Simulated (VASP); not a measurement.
Wanted: the native input for a VASP 6.6.1 run.

```yaml
Task: single point
Functional: PBE
Dispersion: D3(BJ)
Potentials_or_basis: VASP PAW PBE potentials, release 64 (O, H, C)
Cutoff: 520 eV
k_mesh: 1 × 1 × 1
Occupations: fermi-dirac, width 0.05 eV
Spin: no spin polarisation
Dipole_correction: no
Further_INCAR_settings: LREAL = Auto; ALGO = Normal; EDIFF = 1e-07; NBANDS = 50
```

The structure of H14CO8 lies in POSCAR:

```
H14CO8
1.0
    6.4416880000      0.0000000000      0.0000000000
    0.0000000000      6.4416880000      0.0000000000
    0.0000000000      0.0000000000      6.4416880000
O H C
8 14 1
Direct
    0.8724266062      0.8653632402      0.2293808704
    0.4848573852      0.5038430921      0.8656271462
    0.2817118743      0.6937777800      0.3604334764
    0.5351081890      0.2007703571      0.1554716714
    1.0676394138      0.9050733286      0.7536378663
   -0.1380383527      0.3876934120      0.5948906560
    0.5342078039     -0.0925378565      0.6150251301
    0.3135047832      0.1747678559      0.6330794040
    0.7471799317      0.9304548746      0.1865970534
    0.8942066117      0.8854356187      0.3753053547
    0.3594399480      0.4343271515      0.8231227591
    0.5812917360      0.4418872817      0.7706986119
    0.1552077654      0.6940416860      0.2517663072
    0.3098721950      0.5524794122      0.3519574372
    0.5231392765      0.3399885247      0.0955805373
    0.3997088962      0.1545557624      0.1224213281
    1.0687726571      0.7737102449      0.8399816942
    1.1887256880      0.9720744004      0.7090377553
   -0.1172208278      0.4573645914      0.4682934038
   -0.0485587008      0.2636576003      0.5668234786
    0.4646918634     -0.1469335367      0.4861924390
    0.5813538315      0.1611844597      0.8114953720
    0.4845003359      0.0903800370      0.6954698830
```

The cell was built by a generator and needn't be a form met in nature.

These files were run (other wordings do the same):

INCAR

```
SYSTEM = H14CO8
PREC = Accurate ; ENCUT = 520
EDIFF = 1E-7 ; ISMEAR = -1
SIGMA = 0.05 ; LREAL = Auto
LASPH = .True. ; NELM = 100
ALGO = Normal ; ISIF = 2
LWAVE = .False. ; LCHARG = .False.
GGA = PE ; IVDW = 12
NBANDS = 50
```

KPOINTS

```
regular mesh
0
Gamma
  1 1 1
  0 0 0
```

Potentials or basis: VASP PAW PBE potentials, release 64 (O, H, C).

Command:

```bash
$ cat potpaw_PBE.64/O/POTCAR potpaw_PBE.64/H/POTCAR potpaw_PBE.64/C/POTCAR > POTCAR
$ mpirun -np 1 vasp_gam > vasp.out
```

It gave:

```yaml
Pressure: 0.6 GPa
Largest_force: 5.450 eV/Å
Band_gap_on_the_k_mesh: 3.92 eV, direct
Dispersion_energy_per_atom: -0.033 eV
```

Run time: 17 s on 1 thread of Intel(R) Xeon(R) 6975P-C (Granite Rapids) (shared host), peak memory 0.31 GiB.
